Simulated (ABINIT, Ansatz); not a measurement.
# KF (Carobbiite): G0W0 on several meshes in ABINIT, part 2 of 2

Wanted: mesh dependence and cost of G0W0 for KF (Carobbiite).

ABINIT 10.8.3; PBE and many-body steps on it, plane waves. Known limits of the many-body steps: not at the basis limit; coarse k mesh.

So far. Step 4 (6×6×6): The gap on the mesh goes from 6.20 eV to 9.70 eV, a correction of +3.50 eV. Step 5 (Empty states on the mesh, 4×4×4 mesh, 298 bands): On this mesh the gap is 6.199 eV.

## Step 6: Screening, 4×4×4 mesh, 290 bands, screening to 283 eV

This step: RPA screening on PBE, plane waves, norm-conserving pseudopotentials.

File run.abi:

```
acell 3*1.0 Angstrom
rprim 
  -0.000000000000 2.671850000000 2.671850000000
  2.671850000000 -0.000000000000 2.671850000000
  2.671850000000 2.671850000000 0.000000000000
ntypat 2
znucl 19 9
natom 2
typat 1 2
xred 
  0.000000000000 0.000000000000 0.000000000000
  0.500000000000 0.500000000000 0.500000000000
pp_dirpath "pseudos"
pseudos "K.upf, F.upf"
ecut 36
ngkpt 4 4 4
nshiftk 1
shiftk 0 0 0
kptopt 1
chksymbreak 0
istwfk *1
occopt 1
irdwfk 1
optdriver 3
nband 290
ecuteps 10.4
inclvkb 2
awtr 1
symchi 1
indata_prefix "in"
outdata_prefix "out"
tmpdata_prefix "tmp"
```

On the command line:

```
$ OMP_NUM_THREADS=1 mpirun -n 8 abinit run.abi > log
```

The program printed:

```text
.Version 10.8.3 of ABINIT. v10.8.2 released Aug 2026.

 Symmetries : space group Fm -3 m (#225); Bravais cF (face-center cubic)
[... echo of the input left out ...]
== DATASET  1 ==================================================================
-   mpi_nproc: 8, omp_nthreads: 1 (-1 if OMP is not activated)

--- !DatasetInfo
iteration_state: {dtset: 1, }
dimensions: {natom: 2, nkpt: 8, mband: 290, nsppol: 1, nspinor: 1, nspden: 1, mpw: 2685, }
cutoff_energies: {ecut:  36.0, pawecutdg:  -1.0, }
electrons: {nelect:   1.60000000E+01, charge:   0.00000000E+00, occopt:   1.00000000E+00, tsmear:   1.00000000E-02, }

 SCREENING: Calculation of the susceptibility and dielectric matrices

 Based on a program developped by R.W. Godby, V. Olevano, G. Onida, and L. Reining.
 Incorporated in ABINIT by V. Olevano, G.-M. Rignanese, and M. Torrent.
.Using double precision arithmetic ; gwpc =  8

[... cell and pseudopotentials left out ...]
--------------------------------------------------------------------------------

 ==== K-mesh for the wavefunctions ====
 Number of points in the irreducible wedge :     8
[... list of points left out ...]
 Together with 48 symmetry operations and time-reversal symmetry
 yields    64 points in the full Brillouin Zone.

 ==== Q-mesh for the screening function ====
 Number of points in the irreducible wedge :     8
[... list of points left out ...]
 Together with 48 symmetry operations and time-reversal symmetry
 yields    64 points in the full Brillouin Zone.

 setmesh: FFT mesh size selected  =    30x   30x   30
          total number of points  =        27000

 vcoul_init : cutoff-mode = AUXILIARY_FUNCTION
 q-points for optical limit:   1
     1)      0.000010    0.000020    0.000030

- screening: taking advantage of time-reversal symmetry
- Maximum band index for partially occupied states nbvw = 8
- Remaining bands to be divided among processors   nbcw = 282
- Number of bands treated by each node ~35

 Number of electrons calculated from density =   16.0000; Expected =   16.0000
 average of density, n =  0.062152
 r_s =    1.5661
 omega_plasma =   24.0483 [eV]

 calculating chi0 at frequencies [eV] :
  1    0.000000E+00    0.000000E+00
  2    0.000000E+00    2.404829E+01

--------------------------------------------------------------------------------
  q-point number  1        q = ( 0.000000, 0.000000, 0.000000) [r.l.u.]
--------------------------------------------------------------------------------
[... chi0 elements left out ...]
 For q-point:  0.000010 0.000020 0.000030
  dielectric constant =   1.8935
  dielectric constant without local fields =   2.1065

  Average fulfillment of the sum rule on Im[epsilon] for q-point    1 :     86.29  [%]
[... wings left out ...]
  q-point number  2        q = ( 0.250000, 0.000000, 0.000000) [r.l.u.]
--------------------------------------------------------------------------------
[... chi0 elements left out ...]
  Average fulfillment of the sum rule on Im[epsilon] for q-point    2 :     89.46  [%]

 [... 6 further q-points ...]
```

Elapsed: 47 s, on 8 MPI ranks of Arm Neoverse V1, shared host; peak memory 2 GiB; 6.3 min of CPU time.

Numbers from this step:

- ε∞ with local fields, on this mesh, along the program's q direction: 1.893
- the same without local fields: 2.107
- plasma frequency: 24.05 eV
- plane waves in the screening matrix: 411

## Step 7: 4×4×4

This step: G0W0 on PBE, plane waves, norm-conserving pseudopotentials.

Edit run.abi of step 6 so:

```diff
@@ -23,8 +23,15 @@
 irdwfk 1
-optdriver 3
+optdriver 4
 nband 290
+gwcalctyp 0
+ecutsigx 36
+symsigma 1
+nkptgw 1
+kptgw 
+  0.0000000000 0.0000000000 0.0000000000
+bdgw 
+  6 12
 ecuteps 10.4
-inclvkb 2
-awtr 1
-symchi 1
+irdscr 1
+ppmodel 1
 indata_prefix "in"
```

The program printed:

```text
.Version 10.8.3 of ABINIT. v10.8.2 released Aug 2026.

 Symmetries : space group Fm -3 m (#225); Bravais cF (face-center cubic)
[... echo of the input left out ...]
== DATASET  1 ==================================================================
-   mpi_nproc: 8, omp_nthreads: 1 (-1 if OMP is not activated)

--- !DatasetInfo
iteration_state: {dtset: 1, }
dimensions: {natom: 2, nkpt: 8, mband: 290, nsppol: 1, nspinor: 1, nspden: 1, mpw: 2685, }
cutoff_energies: {ecut:  36.0, pawecutdg:  -1.0, }
electrons: {nelect:   1.60000000E+01, charge:   0.00000000E+00, occopt:   1.00000000E+00, tsmear:   1.00000000E-02, }

 SIGMA: Calculation of the GW corrections

 Based on a program developped by R.W. Godby, V. Olevano, G. Onida, and L. Reining.
 Incorporated in ABINIT by V. Olevano, G.-M. Rignanese, and M. Torrent.
.Using double precision arithmetic ; gwpc =  8

[... cell and pseudopotentials left out ...]
--------------------------------------------------------------------------------

 ==== K-mesh for the wavefunctions ====
 Number of points in the irreducible wedge :     8
[... list of points left out ...]
 Together with 48 symmetry operations and time-reversal symmetry
 yields    64 points in the full Brillouin Zone.

 ==== Q-mesh for screening function ====
 Number of points in the irreducible wedge :     8
[... list of points left out ...]
 Together with 48 symmetry operations and time-reversal symmetry
 yields    64 points in the full Brillouin Zone.

 vcoul_init : cutoff-mode = AUXILIARY_FUNCTION
 q-points for optical limit:   1
     1)      0.000010    0.000020    0.000030
 setmesh: FFT mesh size selected  =    40x   40x   40
          total number of points  =        64000

 Number of electrons calculated from density =   16.0000; Expected =   16.0000
[...]
number of q-points in BZ                           64
 number of frequencies for dSigma/dE                 9
 frequency step for dSigma/dE [eV]                0.25
 number of omega for Sigma on real axis              0
 max omega for Sigma on real axis  [eV]           0.00
 zcut for avoiding poles [eV]                     0.10

 EPSILON^-1 parameters (SCR file):
 dimension of the eps^-1 matrix on file            411
 dimension of the eps^-1 matrix used               411
 number of plane-waves for wavefunctions          2685
 number of bands                                   290
 number of q-points in IBZ                           8
 number of frequencies                               2
 number of real frequencies                          1
 number of imag frequencies                          1

 matrix elements of self-energy operator (all in [eV])

 Perturbative Calculation

--- !SelfEnergy_ee
iteration_state: {dtset: 1, }
kpoint     : [   0.000,    0.000,    0.000, ]
spin       : 1
KS_gap     :    6.199
QP_gap     :    9.682
Delta_QP_KS:    3.483
data: !SigmaeeData |
     Band     E0 <VxcDFT>   SigX SigC(E0)      Z dSigC/dE  Sig(E)    E-E0       E
        6   0.131 -21.899 -29.492   4.498   0.804  -0.243 -24.388  -2.490  -2.359
        7   0.131 -21.899 -29.492   4.498   0.804  -0.243 -24.388  -2.490  -2.359
        8   0.131 -21.899 -29.492   4.498   0.804  -0.243 -24.388  -2.490  -2.359
        9   6.330  -7.969  -4.003  -2.860   0.897  -0.115  -6.976   0.993   7.323
       10  10.825 -10.841  -4.968  -3.260   0.890  -0.123  -8.515   2.326  13.150
       11  10.825 -10.841  -4.968  -3.260   0.890  -0.123  -8.515   2.326  13.150
       12  10.825 -10.841  -4.968  -3.260   0.890  -0.123  -8.515   2.326  13.150

== END DATASET(S) ==============================================================
================================================================================

 -outvars: echo values of variables after computation  --------
           etotal      0.0000000000E+00
            nband         290
             nkpt           8
          spgroup         225
 [... the other variables as echoed above ...]

 Calculation completed.
```

Wall time 19 s (8 MPI ranks); peak memory 2.4 GiB; 2.5 min of CPU time.

Numbers from this step:

```yaml
g0w0_gap_on_the_points_computed: 9.682 eV
starting_gap_on_the_mesh: 6.199 eV
k_of_the_valence_top: 0, 0, 0
k_of_the_conduction_bottom: 0, 0, 0
z_at_the_valence_top: 0.804
z_at_the_conduction_bottom: 0.897
least_direct_g0w0_gap_on_the_computed_points: 9.682 eV
```

Against G0W0 in ABINIT (6×6×6 mesh, 290 bands, screening to 283 eV, Godby-Needs plasmon pole), the gap moves by −0.020 eV.

## Step 8: Side by side

Times are wall times on 8 MPI ranks of Arm Neoverse V1, shared host, good to a factor of about two. A run's time includes the screening step that it read.

| run | mesh | bands | screening cutoff (eV) | DFT gap (eV) | gap on the mesh (eV) | direct (eV) | ε∞ used | time |
| --- | --- | --- | --- | --- | --- | --- | --- | --- |
| 6×6×6 | 6×6×6 | 290 | 283 | 6.199 | 9.702 | 9.702 | 1.89 | 6.1 min |
| 4×4×4 | 4×4×4 | 290 | 283 | 6.199 | 9.682 | 9.682 | 1.89 | 66 s |

## Step 9: What came out

```
6×6×6        : 9.702 eV
4×4×4        : 9.682 eV
known limits : not at the basis limit; coarse k mesh
```

4×4×4: −0.020 eV against 6×6×6. Bands and cutoff are finite, so the gap is not at the basis limit. The miss can reach some tenths of an eV and take either sign; the mesh is an error of its own. In the G0W0 runs levels were corrected at 1 k point alone, so a gap called «on the mesh» is the least over those, and an edge elsewhere would be missed.

[Paths, hosts, dates, memory and timing lines, banners, echoed tables and standing remarks are left out of the program output.]

[Logs are printed without paths, hosts, clocks, repeated set-up lines and the standing remarks that a program may print on its own settings, such as how far it seeks lower states.]

[Runs of the session that timed out or met a known fault of the program may be left out.]

[Hosts, paths, dates, database ids (printed as entryN), source tags and the programs' standing remarks are cut or masked in the printed files.]

[G0W0 gaps are taken among the corrected bands and points alone; a level outside them can change the order at an edge.]

[Where Ansatz stands beside ABINIT at settings called matched, ABINIT's density can come from a denser mesh and the files from another edition; pairs whose starting gaps differed by over 0.03 eV were left out, so agreement reads better than it is.]
